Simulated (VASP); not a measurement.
# ClO (P4mm) in VASP: notebook

The runs below take ClO through single point, with PBEsol.

Program: VASP 6.6.1. These are calculated values, not measurements. Logs are shortened: lines on timing, memory, paths and dates and some standing lists are left out, and cuts for length are marked.

## 1. Starting point

Symmetry: P4mm, No. 99, tetragonal system. Conventional cell: a = 3.185 Å, b = 3.185 Å, c = 3.185 Å, α = 90.00°, β = 90.00°, γ = 90.00°. Cl (site symmetry 4mm) is surrounded by 8 O at 2.65 to 2.88 Å. Around O (site symmetry 4mm) lie 8 Cl at 2.65 to 2.88 Å.

The cell comes from a database or a generator and needn't be the stable form of this composition.

## 2. Single point, PBEsol

INCAR

```
PREC = Accurate
ENCUT = 520
EDIFF = 1E-6
ISMEAR = 0
SIGMA = 0.1
LREAL = False
LASPH = True
NELM = 100
ALGO = Normal
ISIF = 2
LWAVE = False
LCHARG = False
GGA = PS
NBANDS = 14
```

KPOINTS

```
Automatic mesh
0
Gamma
  7 7 7
```

POSCAR

```
ClO
1.0
    3.1852167900      0.0000000000      0.0000000000
    0.0000000000      3.1852167900      0.0000000000
    0.0000000000      0.0000000000      3.1852167900
Cl O
1 1
Direct
    0.0000000000      0.0627900746      0.0000000000
    0.5000000016      0.5000000016      0.5000000016
```

Potentials or basis: VASP PAW PBE potentials, release 64 (Cl, O).

On the command line:

```
$ cat potpaw_PBE.64/Cl/POTCAR potpaw_PBE.64/O/POTCAR > POTCAR
$ mpirun -np 1 vasp_std > vasp.out
```

OUTCAR:

```text
PREC = Accurate
   ENCUT = 520
   EDIFF = 1E-6
   ISMEAR = 0
   LREAL = False
   LASPH = True
   NELM = 100
   ISIF = 2
   GGA = PS

 ion  position               nearest neighbor table
   1  0.000  0.063  0.000-
   2  0.500  0.500  0.500-

  LATTYP: Found a simple cubic cell.
 ALAT       =     3.1852167900

  Lattice vectors:

 A1 = (   3.1852167900,   0.0000000000,   0.0000000000)
 A2 = (   0.0000000000,   3.1852167900,   0.0000000000)
 A3 = (   0.0000000000,   0.0000000000,   3.1852167900)

Analysis of symmetry for initial positions (statically):
=====================================================================
 Subroutine PRICEL returns:
 Original cell was already a primitive cell.

 Routine SETGRP: Setting up the symmetry group for a
 simple cubic supercell.

 Subroutine GETGRP returns: Found  8 space group operations
 (whereof  8 operations were pure point group operations)
 out of a pool of 48 trial point group operations.

The static configuration has the point symmetry C_4v.

Analysis of symmetry for dynamics (positions and initial velocities):
=====================================================================
 Subroutine PRICEL returns:
 Original cell was already a primitive cell.

 Routine SETGRP: Setting up the symmetry group for a
 simple cubic supercell.

 Subroutine GETGRP returns: Found  8 space group operations
 (whereof  8 operations were pure point group operations)
 out of a pool of 48 trial point group operations.

The dynamic configuration has the point symmetry C_4v.

 Subroutine INISYM returns: Found  8 space group operations
 (whereof  8 operations are pure point group operations),
 and found     1 'primitive' translations

----------------------------------------------------------------------------------------

                                     Primitive cell

  volume of cell :      32.3160

  direct lattice vectors                    reciprocal lattice vectors
     3.185216790  0.000000000  0.000000000     0.313950373  0.000000000  0.000000000
     0.000000000  3.185216790  0.000000000     0.000000000  0.313950373  0.000000000
     0.000000000  0.000000000  3.185216790     0.000000000  0.000000000  0.313950373

  length of vectors
     3.185216790  3.185216790  3.185216790     0.313950373  0.313950373  0.313950373

  position of ions in fractional coordinates (direct lattice)
     0.000000000  0.062790075  0.000000000
     0.500000002  0.500000002  0.500000002

  ion indices of the primitive-cell ions
   primitive index   ion index
                 1           1
                 2           2

----------------------------------------------------------------------------------------

 KPOINTS: Automatic mesh

Automatic generation of k-mesh.
 Grid dimensions read from file:
 generate k-points for:    7    7    7

 Generating k-lattice:

  Cartesian coordinates                     Fractional coordinates (reciprocal lattice)
     0.044850053  0.000000000  0.000000000     0.142857143  0.000000000  0.000000000
     0.000000000  0.044850053  0.000000000     0.000000000  0.142857143  0.000000000
     0.000000000  0.000000000  0.044850053     0.000000000  0.000000000  0.142857143

  Length of vectors
     0.044850053  0.044850053  0.044850053

  Shift w.r.t. Gamma in fractional coordinates (k-lattice)
     0.000000000  0.000000000  0.000000000

 Subroutine IBZKPT returns following result:
 ===========================================

 Found     40 irreducible k-points:

 Following reciprocal coordinates:
            Coordinates               Weight
  0.000000  0.000000  0.000000      1.000000
  0.142857  0.000000  0.000000      4.000000
  0.000000  0.142857  0.000000      2.000000
  0.285714  0.000000  0.000000      4.000000
  0.000000  0.285714  0.000000      2.000000
  0.428571  0.000000  0.000000      4.000000
[... 16 lines left out ...]
  0.142857  0.142857  0.142857      8.000000
  0.285714  0.142857  0.142857     16.000000
 [... further k-points ...]
   k-points           NKPTS =     40   k-points in BZ     NKDIM =     40   number of bands    NBANDS=     14
   number of dos      NEDOS =    301   number of ions     NIONS =      2
   total plane-waves  NPLWV =  13824
   dimension x,y,z NGX =    24 NGY =   24 NGZ =   24
   dimension x,y,z NGXF=    48 NGYF=   48 NGZF=   48
   ions per type =               1   1
   NGX,Y,Z   is equivalent  to a cutoff of  12.53, 12.53, 12.53 a.u.
   NGXF,Y,Z  is equivalent  to a cutoff of  25.05, 25.05, 25.05 a.u.
 SYSTEM =  unknown system
   PREC   = accura    normal or accurate (medium, high low for compatibility)
   ISTART =      0    job   : 0-new  1-cont  2-samecut
   ICHARG =      2    charge: 1-file 2-atom 10-const
   ISPIN  =      1    spin polarized calculation?
   LNONCOLLINEAR =      F non collinear calculations
   LSORBIT =      F    spin-orbit coupling
   LASPH  =      T    aspherical Exc in radial PAW
   ENCUT  =  520.0 eV  38.22 Ry    6.18 a.u.   5.92  5.92  5.92*2*pi/ulx,y,z
   NELM   =    100;   NELMIN=  2; NELMDL= -5     # of ELM steps
   EDIFF  = 0.1E-05   stopping-criterion for ELM
   LREAL  =      F    real-space projection
   EDIFFG = 0.1E-04   stopping-criterion for IOM
   NSW    =      0    number of steps for IOM
   IBRION =     -1    ionic relax: 0-MD 1-quasi-New 2-CG
   NFREE  =      0    steps in history (QN), initial steepest desc. (CG)
   ISIF   =      2    stress and relaxation
   ISYM   =      2    0-nonsym 1-usesym 2-fastsym
   POTIM  = 0.5000    time-step for ionic-motion
   TEBEG  =    0.0;   TEEND  =   0.0 temperature during run
   PSTRESS=    0.0 pullay stress
   NELECT =      13.0000    total number of electrons
   NUPDOWN=      -1.0000    fix difference up-down
   EMIN   =  10.00;   EMAX   =-10.00  energy-range for DOS
   EFERMI =   0.00;   METHOD = LEGACY
   ISMEAR =     0;   SIGMA  =   0.10  broadening in eV -4-tet -1-fermi 0-gaus
   EFERMI_NEDOS =   21; number of points for ismear=-14 and -15
   IALGO  =     38    algorithm
   IMIX   =      4    mixing-type and parameters
     AMIX     =   0.40;   BMIX     =  1.00
     AMIX_MAG =   1.60;   BMIX_MAG =  1.00
  volume/ion in A,a.u.               =      16.16       109.04
  Fermi-wavevector in a.u.,A,eV,Ry     =   1.208510  2.283753 19.871264  1.460497
  Thomas-Fermi vector in A             =   2.344116
   LORBIT       =      0    0 simple, 1 ext, 2 COOP (PROOUT), +10 PAW based schemes
   GGA     = PS    functional components
   LHFCALC =     F    Hartree Fock is set to
   AEXX    =    0.0000 exact exchange contribution
   IVDW    =     0    specifies the selected vdW correction
   LEPSILON=     F    determine dielectric tensor
   LRPA    =     F    only Hartree local field effects (RPA)
 non-spin polarized calculation
 Gauss-broadening in eV      SIGMA  =   0.10
  energy-cutoff  :      520.00
  volume of cell :       32.32
 maximum number of plane-waves:       895
 NGX is ok and might be reduce to    24
   NGX = 11   NGY = 11   NGZ = 11

 number of electron      12.9999992 magnetization

 Free energy of the ion-electron system (eV)
  ---------------------------------------------------
  ext. energy  EPLUGINS =         0.00000000
  ---------------------------------------------------
  free energy    TOTEN  =        -3.55825023 eV

  energy without entropy =       -3.54582579  energy(sigma->0) =       -3.55203801

 E-fermi :   0.7354     XC(G=0): -10.0473

 val. band max:        0.7047365990   @ k =   0.4286   0.2857   0.2857
 cond. band min:       0.8077430788   @ k =   0.2857   0.2857   0.0000
 fundamental gap:      0.1030064798
 Fermi energy:         0.7353776891

 k-point     1 :       0.0000    0.0000    0.0000
  band No.  band energies     occupation
      1     -16.2699      2.00000
      2     -12.9173      2.00000
      3      -1.4918      2.00000
      4      -1.4918      2.00000
      5      -1.3368      2.00000
      6       1.4204      0.00000
      7       1.5937      0.00000
      8       1.5937      0.00000
      9      10.4082      0.00000
     10      10.6124      0.00000
     11      11.4460      0.00000
     12      18.6060      0.00000
     13      18.7040      0.00000
     14      18.7040      0.00000

 k-point     2 :       0.1429    0.0000    0.0000
  band No.  band energies     occupation
      1     -16.1395      2.00000
      2     -13.0137      2.00000
      3      -1.7128      2.00000
      4      -1.3461      2.00000
      5      -1.2062      2.00000
      6       1.1142      0.00000
      7       1.3214      0.00000
      8       1.4435      0.00000
      9      10.7602      0.00000
     10      11.1606      0.00000
     11      12.1656      0.00000
     12      17.9775      0.00000
     13      18.0101      0.00000
     14      18.8751      0.00000

 k-point     3 :       0.0000    0.1429    0.0000
  band No.  band energies     occupation
      1     -16.1472      2.00000
      2     -12.9995      2.00000
      3      -1.5809      2.00000
      4      -1.3577      2.00000
      5      -1.3577      2.00000
      6       0.9743      0.00073
      7       1.4623      0.00000
      8       1.4623      0.00000
      9      10.6356      0.00000
     10      11.3374      0.00000
     11      12.1565      0.00000
     12      18.0378      0.00000
     13      18.0378      0.00000
     14      18.7451      0.00000
[... 324 lines left out ...]
 k-point    23 :       0.1429    0.1429    0.1429
  band No.  band energies     occupation
      1     -15.9102      2.00000
      2     -13.1200      2.00000
      3      -1.8827      2.00000
      4      -1.7959      2.00000
      5      -0.6157      2.00000
      6       0.0999      2.00000
      7       1.2759      0.00000
      8       1.3617      0.00000
      9      11.9679      0.00000
     10      12.0824      0.00000
     11      12.9290      0.00000
     12      16.8033      0.00000
     13      16.9074      0.00000
     14      17.8242      0.00000

 k-point    24 :       0.2857    0.1429    0.1429
  band No.  band energies     occupation
      1     -15.6168      2.00000
      2     -13.2705      2.00000
      3      -2.4862      2.00000
      4      -1.3802      2.00000
      5      -1.0447      2.00000
      6       0.1215      2.00000
      7       0.8399      0.13949
      8       1.2903      0.00000
      9      12.5302      0.00000
     10      13.1793      0.00000
     11      13.9925      0.00000
     12      15.7036      0.00000
     13      16.5962      0.00000
     14      17.3103      0.00000

 [... further k-points ...]
[... 5 lines left out ...]
  --------------------------------------------------------------------------------------
  -------------------------------------------------------------------------------------
  Total       -2.8378540     -2.6663151     -2.8378540      0.0000000      0.0000000     -0.0000000
  in kB     -140.6966151   -132.1919667   -140.6966151      0.0000000      0.0000000     -0.0000000
  external PRESSURE =    -137.8617323 kB  Pullay stress =       0.0000000 kB

 VOLUME and BASIS-vectors are now :
 -----------------------------------------------------------------------------
  energy-cutoff  :      520.00
  volume of cell :       32.32
      direct lattice vectors                 reciprocal lattice vectors
     3.185216790  0.000000000  0.000000000     0.313950373  0.000000000  0.000000000
     0.000000000  3.185216790  0.000000000     0.000000000  0.313950373  0.000000000
     0.000000000  0.000000000  3.185216790     0.000000000  0.000000000  0.313950373

 POSITION                                       TOTAL-FORCE (eV/Angst)
 -----------------------------------------------------------------------------------
      0.00000      0.20000      0.00000         0.000000      0.594183     -0.000000
      1.59261      1.59261      1.59261         0.000000     -0.594183      0.000000
 -----------------------------------------------------------------------------------
    total drift:                               -0.000006     -0.000158     -0.000006

  FREE ENERGIE OF THE ION-ELECTRON SYSTEM (eV)
  ---------------------------------------------------
  free  energy   TOTEN  =        -3.5582502272 eV

  energy  without entropy=       -3.5458257934  energy(sigma->0) =       -3.55203801
```

Run time: 5.1 s. Hardware: 1 thread of Intel Xeon 6975P-C (Granite Rapids), shared host; peak memory 0.13 GiB.

Results:

```
Free energy            : -3.5583 eV
Pressure               : -13.8 GPa
Largest force          : 0.594 eV/Å
Band gap on the k mesh : none (metal or under the smearing width)
```

Forces in eV/Å, atoms in the order of the input:
```
Cl   0.000  0.594  0.000
O    0.000 -0.594  0.000
```

Caveat: the PAW data sets were made with another functional, which shifts forces and pressure a little; an odd number of electrons without spin polarisation forces a metal; a magnetic or distorted state may lie lower.

## 3. Single point, PBEsol

INCAR

```
SYSTEM = ClO
PREC     = Accurate       ! precision mode
ENCUT    = 520            ! plane-wave cutoff, eV
EDIFF    = 1E-6           ! SCF threshold, eV
ISMEAR   = 0              ! smearing method
SIGMA    = 0.1            ! smearing width, eV
LREAL    = .FALSE.        ! projectors in reciprocal space
LASPH    = .TRUE.         ! aspherical terms in the spheres
NELM     = 100            ! most SCF steps
ALGO     = Normal         ! electronic algorithm
ISIF     = 2              ! what is computed and relaxed
LWAVE    = .FALSE.        ! write WAVECAR
LCHARG   = .FALSE.        ! write CHGCAR
GGA      = PS             ! functional
NBANDS   = 14             ! bands
```

KPOINTS

```
Automatic mesh
0
G
  7 7 7
  0 0 0
```

POSCAR: that of step 2 with these lines changed.

```diff
@@ -8,3 +8,3 @@
 Direct
-    0.0000000000      0.0627900746      0.0000000000
+    0.0000000000     -0.0627900746      0.0000000000
     0.5000000016      0.5000000016      0.5000000016
```

Potentials or basis: VASP PAW PBE potentials, release 64 (Cl, O).

On the command line:

```
$ cat potpaw_PBE.64/Cl/POTCAR potpaw_PBE.64/O/POTCAR > POTCAR
$ mpirun -np 1 vasp_std > vasp.out
```

It took 5 s on 1 thread of Intel Xeon 6975P-C (Granite Rapids), shared host; peak memory 0.13 GiB.

Results (log left out):

| Quantity | Value |
| --- | --- |
| Free energy | -3.5583 eV |
| Pressure | -13.8 GPa |
| Largest force | 0.594 eV/Å |
| Band gap on the k mesh | none (metal or under the smearing width) |

Forces in eV/Å, atoms in the order of the input:
```
Cl   0.000 -0.594  0.000
O    0.000  0.594  0.000
```

Stress tensor (GPa, compression positive):
```
-14.07   0.00   0.00
  0.00 -13.22   0.00
  0.00   0.00 -14.07
```

Levels at points of the mesh, in eV from the Fermi level:
```tsv
k point	band 4	band 5	band 6	band 7	band 8	band 9
(0.00, 0.00, 0.00)	-2.23	-2.07	0.69	0.86	0.86	9.67
```

Caveat: the PAW data sets were made with another functional, which shifts forces and pressure a little; an odd number of electrons without spin polarisation forces a metal; a magnetic or distorted state may lie lower.
